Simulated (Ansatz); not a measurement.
The system is Si2W.

```
W Si
1.0
    -1.60690    1.60690    3.91495
     1.60690   -1.60690    3.91495
     1.60690    1.60690   -3.91495
W Si
1 2
Cartesian
  0.0000 0.0000 0.0000
  0.0000 0.0000 5.2092
  0.0000 0.0000 2.6207
```

Program: Ansatz 0.2.0. Alike in all runs: potentials or basis Ansatz PAW; no spin polarisation; cell as given; cutoff (eV) 420; smearing fermi-dirac 0.05 eV. Hardware: 2 threads of Arm Neoverse V2, with other jobs on the host.

**Question.** Order these runs on this cell by their wall time, lowest first.
A. task single point; level HSE06 form with a typed share of exact exchange; k mesh 7 × 7 × 7; share of exact exchange 0; mesh quality coarse
B. task single point; level HSE06; k mesh 7 × 7 × 7; share of exact exchange 0.25; mesh quality coarse
C. task band structure; level PBE+U; U W d U = 2 eV; k mesh 12 × 12 × 12; points for each segment of the path 14; hubbard projectors ortho-atomic (the default); double counting fll (the default); mesh quality not flagged

**Answer.** A (0.93 s), C (5.6 s), B (36 s).

Caveats: some runs use coarse meshes; U without spin polarisation on a metal has little footing (some runs); the U is typed as a test and isn't derived for this compound (some runs).
